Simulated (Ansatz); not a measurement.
The system is CdF2.

```
CELL_PARAMETERS angstrom
0.00000 2.69400 2.69400
2.69400 0.00000 2.69400
2.69400 2.69400 0.00000
ATOMIC_POSITIONS crystal
Cd 0.00000 0.00000 0.00000
F 0.75000 0.75000 0.75000
F 0.25000 0.25000 0.25000
```

Base run:

- Program: Ansatz 0.2.0
- Functional: PBEsol
- Potentials or basis: all-electron PAW datasets made for the crystal
- Cutoff: 340 eV
- Density cutoff: 1360 eV
- k mesh: 9 × 9 × 9
- Occupations: fermi-dirac, width 0.05 eV
- Spin: no spin polarisation

Its results: band gap on the k mesh 2.96 eV, indirect (least direct gap 3.42 eV); pressure -0.2 GPa.

Task: After a change of settings the same cell gave: band gap on the k mesh 3.63 eV, indirect (least direct gap 4.25 eV); pressure 1.0 GPa. Which change was it?
A. potentials or basis from all-electron PAW datasets made for the crystal to all-electron LAPW, scalar-relativistic; cutoff from 340 eV to 293 eV; density cutoff from 1360 eV to 1170 eV; k mesh from 9 × 9 × 9 to 7 × 7 × 7
B. potentials or basis from all-electron PAW datasets made for the crystal to all-electron LAPW, non-relativistic; cutoff from 340 eV to 293 eV; density cutoff from 1360 eV to 1171 eV
C. potentials or basis from all-electron PAW datasets made for the crystal to all-electron LAPW, scalar-relativistic; cutoff from 340 eV to 316 eV; density cutoff from 1360 eV to 1266 eV
D. functional from PBEsol to PBE; potentials or basis from all-electron PAW datasets made for the crystal to all-electron LAPW, scalar-relativistic; cutoff from 340 eV to 317 eV; density cutoff from 1360 eV to 1267 eV

Result: B.

Caveats: relativity is left out, which matters for the heavier elements (some runs).

Not every run made on this cell is shown here.
